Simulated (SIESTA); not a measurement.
**Ag under changes of volume**

One of the cells (17.048 Å³/atom); the others are scaled copies at fixed shape and fractional positions:

```
Ag
1.0
     0.00000    2.04275    2.04275
     2.04275    0.00000    2.04275
     2.04275    2.04275    0.00000
Ag
1
Direct
  0.00000 0.00000 0.00000
```

* Program: SIESTA 5.4.2
* Functional: PBE
* Potentials or basis: PseudoDojo 0.4 standard (PBE files, fully relativistic)
* Basis: DZP (energy shift 0.002 Ry)
* Grid cutoff: 800 Ry
* Energy shift: 0.002 Ry
* k mesh: 8 × 8 × 8
* Occupations: fermi-dirac, width 0.05 eV
* Spin: non-collinear spin, zero start, spin-orbit coupling
* Starting moments: [[0.0, 0.0, 0.0]] μB

```csv
volume (Å³/atom),energy over the lowest point (meV/atom),pressure (GPa)
16.025,80.71,14.8
16.366,52.83,11.5
16.707,?,?
17.048,16.83,5.8
17.389,6.95,3.6
17.730,1.52,1.6
18.071,0.00,-0.2
```

Question: What does the run at 16.707 Å³/atom give?

Answer: Energy over the lowest point 31.60 meV/atom; pressure 8.6 GPa.

Worked out: A Birch-Murnaghan fit of order 3 (a polynomial in V^(-2/3)) to the other rows has its minimum at 18.05 Å³/atom with B0 = V·E''(V) = 83 GPa and B' = 6.9. It gives 31.85 meV/atom at 16.707 Å³/atom, against the run's 31.60, and -dE/dV = 8.4 GPa, against 8.6.

Energies are extrapolated to zero smearing.

Caveats: semicore shells carry a single zeta, which can move pressures by several GPa and volumes by a few percent; the basis of atomic orbitals isn't converged, which shifts pressures, moduli and gaps.
